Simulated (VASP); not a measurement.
Ca, 1 atom in the cell. Symmetry: Fm-3m, No. 225, cubic system. Conventional cell: a = 5.601 Å, b = 5.601 Å, c = 5.601 Å, α = 90.00°, β = 90.00°, γ = 90.00°. Ca (site symmetry m-3m) has 12 Ca at 3.96 Å as nearest neighbours. 

| Quantity | Value |
| --- | --- |
| Program | VASP 6.6.1 |
| Task | relaxation of cell and atoms |
| Functional | PBEsol |
| Potentials or basis | VASP PAW PBE potentials, release 64 (Ca_sv) |
| Cutoff | 600 eV |
| k mesh | 14 × 14 × 14 |
| Occupations | gaussian, width 0.1 eV |
| Spin | no spin polarisation |
| Further INCAR settings | ALGO = Normal; EDIFF = 1e-07; IBRION = 2; EDIFFG = -0.005; NSW = 90; ISIF = 3 |

Potentials or basis: VASP PAW PBE potentials, release 64 (Ca_sv).

Launch:

```console
$ cat potpaw_PBE.64/Ca_sv/POTCAR > POTCAR
$ mpirun -np 1 vasp_std > vasp.out
```

Hardware: 1 thread of Intel(R) Xeon(R) Platinum 8175M CPU @ 2.50GHz (Skylake/Cascade Lake), with other jobs on the host.

Task: Estimate the wall time of this run.

Result: Wall time 3 min on 1 thread of Intel(R) Xeon(R) Platinum 8175M CPU @ 2.50GHz (Skylake/Cascade Lake), with other jobs on the host, peak memory 0.22 GiB. Counts: scf iterations 40, k points 104, ion steps 4.
